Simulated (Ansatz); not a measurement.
## MnS: what changed settings do

The reference input for Ansatz (plane-wave DFT with PAW):

```yaml
crystal:
  lattice:
    - [0.0, 2.8, 2.8]
    - [2.8, 0.0, 2.8]
    - [2.8, 2.8, 0.0]
  atoms:
    - { symbol: Mn, position: [0.0, 0.0, 0.0], spin: 4.0 }
    - { symbol: S, position: [0.75, 0.75, 0.75] }
basis:
  ecutwfc: 420
kpoints:
  mp_grid: { grid: [4, 4, 4] }
hamiltonian:
  xc: pbe
scf:
  occupations: { method: gaussian, width: 0.1 }
  lower_state_search: "off"
output:
  forces: true
  stress: true
  eigenvalues: true
  populations: true
magnetization:
  spin_polarized: true
```

Command:

```bash
ansatz run input.yaml --threads 1 --pin off --max-ram 1331MiB --backend cpu --events-out ev --progress --plain --runs-dir out
```

The run converges in 11 SCF iterations on 8 irreducible k-points: pressure 0.96 GPa, no gap, cell moment 4.91 μB.

Settings here are deliberately varied, not converged. Each trial's input is given as a difference from the reference's; energies are extrapolated to zero smearing where there is one, and pressure is positive in compression. Charged cells sit in a uniform background, and their pressures hang on that convention.

**Question.** Trial 1:

```diff
 crystal:
   atoms:
-    - { symbol: Mn, position: [0.0, 0.0, 0.0], spin: 4.0 }
-    - { symbol: S, position: [0.75, 0.75, 0.75] }
+    - { symbol: Mn, position: [0.0, 0.0, 0.0], spin: 4.57 }
+    - { symbol: S, position: [0.75, 0.75, 0.75], spin: 0.14 }
 kpoints:
-  mp_grid: { grid: [4, 4, 4] }
+  mp_grid: { grid: [4, 1, 1] }
 scf:
+  mixing: { beta: 0.077 }
+  initial_density: { chi_scale: 0, normalization: atom }
+  max_iter: 50
```

How does this run end?

**Answer.** The run converges in 14 SCF iterations on 3 irreducible k-points: energy 1.53 eV per atom above the reference, pressure 11.62 GPa, largest force 0.323 eV/Å, cell moment 5.00 μB. It warns that the mesh lowers the symmetry.

**Question.** Trial 2:

```diff
 crystal:
   atoms:
-    - { symbol: Mn, position: [0.0, 0.0, 0.0], spin: 4.0 }
-    - { symbol: S, position: [0.75, 0.75, 0.75] }
+    - { symbol: Mn, position: [0.0, 0.0, 0.0], spin: 4.57 }
+    - { symbol: S, position: [0.75, 0.75, 0.75], spin: 0.14 }
 basis:
-  ecutwfc: 420
+  ecutwfc: "23 Ry"
 hamiltonian:
+  hubbard:
+    sites: [{ species: Mn, l: d, u_eff: 1.2 }]
+    projectors: ortho-atomic
 scf:
-  occupations: { method: gaussian, width: 0.1 }
+  occupations: { method: tetrahedron_uncorrected }
```

What does the program give?

**Answer.** The run converges in 12 SCF iterations on 8 irreducible k-points: pressure 3.18 GPa, gap on the sampled k-points 0.30 eV (the reference is a metal, so it comes from the sampling or the changed settings), cell moment 5.00 μB. It warns that the printed bands weren't solved further after the SCF; that the cutoff lies under the recommended one, 420 eV for these potentials. Under a U the state reached may not be the lowest.

**Question.** Trial 3:

```diff
 crystal:
   atoms:
-    - { symbol: Mn, position: [0.0, 0.0, 0.0], spin: 4.0 }
-    - { symbol: S, position: [0.75, 0.75, 0.75] }
+    - { symbol: Mn, position: [0.0, 0.0, 0.0], spin: 4.57 }
+    - { symbol: S, position: [0.75, 0.75, 0.75], spin: 0.14 }
 kpoints:
-  mp_grid: { grid: [4, 4, 4] }
+  mp_grid: { grid: [1, 1, 2] }
```

What does the program give?

**Answer.** The run converges in 13 SCF iterations on 2 irreducible k-points: energy 1.68 eV per atom above the reference, pressure 12.07 GPa, largest force 0.217 eV/Å, cell moment 5.00 μB. It warns that the mesh lowers the symmetry.

**Question.** Trial 4:

```diff
 crystal:
   atoms:
-    - { symbol: Mn, position: [0.0, 0.0, 0.0], spin: 4.0 }
-    - { symbol: S, position: [0.75, 0.75, 0.75] }
+    - { symbol: Mn, position: [0.0, 0.0, 0.0], spin: 4.57 }
+    - { symbol: S, position: [0.75, 0.75, 0.75], spin: 0.14 }
+total_charge: 0.1
 basis:
-  ecutwfc: 420
+  ecutwfc: "10 Ha"
 kpoints:
-  mp_grid: { grid: [4, 4, 4] }
+  mp_grid: { kspacing: 0.59 }
 hamiltonian:
+  dispersion: d4
 scf:
-  occupations: { method: gaussian, width: 0.1 }
+  occupations: { method: tetrahedron_uncorrected }
+  eigensolver: { kind: davidson, full_accuracy: true }
+  max_iter: 70
```

How does this run end?

**Answer.** The run converges in 10 SCF iterations on 8 irreducible k-points: pressure -0.46 GPa (with the neutralising background of the charged cell), no gap, cell moment 4.90 μB. It warns that the printed bands weren't solved further after the SCF; that the cutoff lies under the recommended one, 420 eV for these potentials.

**Question.** Trial 5:

```diff
 crystal:
   atoms:
-    - { symbol: Mn, position: [0.0, 0.0, 0.0], spin: 4.0 }
-    - { symbol: S, position: [0.75, 0.75, 0.75] }
+    - { symbol: Mn, position: [0.0, 0.0, 0.0], spin: 4.57 }
+    - { symbol: S, position: [0.75, 0.75, 0.75], spin: 0.14 }
 kpoints:
-  mp_grid: { grid: [4, 4, 4] }
+  mp_grid: { kspacing: 0.53 }
 hamiltonian:
-  xc: pbe
+  xc: blyp
 scf:
-  occupations: { method: gaussian, width: 0.1 }
+  occupations: { method: tetrahedron_uncorrected }
+  max_iter: 300
```

What happens?

**Answer.** The run converges in 11 SCF iterations on 8 irreducible k-points: pressure 4.77 GPa, no gap, cell moment 4.96 μB. It warns that the printed bands weren't solved further after the SCF.

**Question.** Trial 6:

```diff
 crystal:
   atoms:
-    - { symbol: Mn, position: [0.0, 0.0, 0.0], spin: 4.0 }
-    - { symbol: S, position: [0.75, 0.75, 0.75] }
+    - { symbol: Mn, position: [0.0, 0.0, 0.0], spin: 4.57 }
+    - { symbol: S, position: [0.75, 0.75, 0.75], spin: 0.14 }
 basis:
-  ecutwfc: 420
+  ecutwfc: 150
 kpoints:
-  mp_grid: { grid: [4, 4, 4] }
+  mp_grid: { grid: [2, 2, 2] }
```

How does this run end?

**Answer.** The run converges in 52 SCF iterations on 3 irreducible k-points: energy 25.41 eV per atom above the reference, pressure 27.74 GPa (unreliable at so low a cutoff), no gap, cell moment 0.00 μB. It warns that the cutoff lies under the recommended one, 420 eV for these potentials; that the count of filled bands differs between k-points; that the starting moments were lost.

**Question.** Trial 7:

```diff
 crystal:
   atoms:
-    - { symbol: Mn, position: [0.0, 0.0, 0.0], spin: 4.0 }
-    - { symbol: S, position: [0.75, 0.75, 0.75] }
+    - { symbol: Mn, position: [0.0, 0.0, 0.0], spin: 4.57 }
+    - { symbol: S, position: [0.75, 0.75, 0.75], spin: 0.14 }
 basis:
-  ecutwfc: 420
+  ecutwfc: "30 Ry"
+  ecutrho_ratio: 4
+  precision: f64
 scf:
-  occupations: { method: gaussian, width: 0.1 }
+  occupations: { method: gaussian, width: "0.005 Ry" }
+  convergence: { dr2_threshold: "1e-12 eV" }
```

How does this run end?

**Answer.** The run converges in 15 SCF iterations on 8 irreducible k-points: energy 0.50 meV per atom above the reference, pressure 0.96 GPa, no gap, cell moment 4.91 μB. It warns that the cutoff lies under the recommended one, 420 eV for these potentials.

**Question.** Trial 8:

```diff
 crystal:
   atoms:
-    - { symbol: Mn, position: [0.0, 0.0, 0.0], spin: 4.0 }
-    - { symbol: S, position: [0.75, 0.75, 0.75] }
+    - { symbol: Mn, position: [0.0, 0.0, 0.0], spin: 4.57 }
+    - { symbol: S, position: [0.75, 0.75, 0.75], spin: 0.14 }
 basis:
-  ecutwfc: 420
+  ecutwfc: "23 Ha"
```

What does the program give?

**Answer.** The run converges in 12 SCF iterations on 8 irreducible k-points: energy 2.23 meV per atom below the reference, pressure 0.96 GPa, no gap, cell moment 4.91 μB.